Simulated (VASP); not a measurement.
A run of VASP 6.6.1 is set up as follows.

Contents of INCAR:

```
PREC = Accurate
ENCUT = 520
EDIFF = 1E-6
ISMEAR = 0
SIGMA = 0.02
LREAL = F
LASPH = T
NELM = 60
ALGO = Normal
ISIF = 2
LWAVE = F
LCHARG = F
GGA = PE
NBANDS = 17
```

Contents of KPOINTS:

```
regular mesh
0
Gamma
  8 8 8
```

The input POSCAR:

```
TePb
1.0
    0.0000000000      3.2860507270      3.2860507270
    3.2860507270      0.0000000000      3.2860507270
    3.2860507270      3.2860507270      0.0000000000
Te Pb
1 1
Direct
    0.5000000000      0.5000000000      0.5000000000
    0.0000000000      0.0000000000      0.0000000000
```

Potentials or basis: VASP PAW PBE potentials, release 64 (Te, Pb_d).

The run is started by

```bash
$ cat potpaw_PBE.64/Te/POTCAR potpaw_PBE.64/Pb_d/POTCAR > POTCAR
$ mpirun -np 1 vasp_std > vasp.out
```

Problem. What does it give for the pressure?

Solution. -0.1 GPa.

Problem. What does it give for the band gap on the k mesh?

Solution. 0.83 eV, direct.

Caveat: spin-orbit coupling is left out, which moves the levels of the heavy elements.

**What was measured.**

From a printed reference work, monograph, for a bulk crystal of TePb at 4.2 K: band gap 0.19 eV (direct).

A measured gap of TePb is 0.19 eV (direct; 4.2 K; a printed reference work, monograph); the calculated 0.83 eV misses it by +0.64 eV. Spin-orbit coupling on Pb, Te is left out. The value is that of PBE on a finite k mesh, which can miss the band edges, without temperature or zero-point motion.
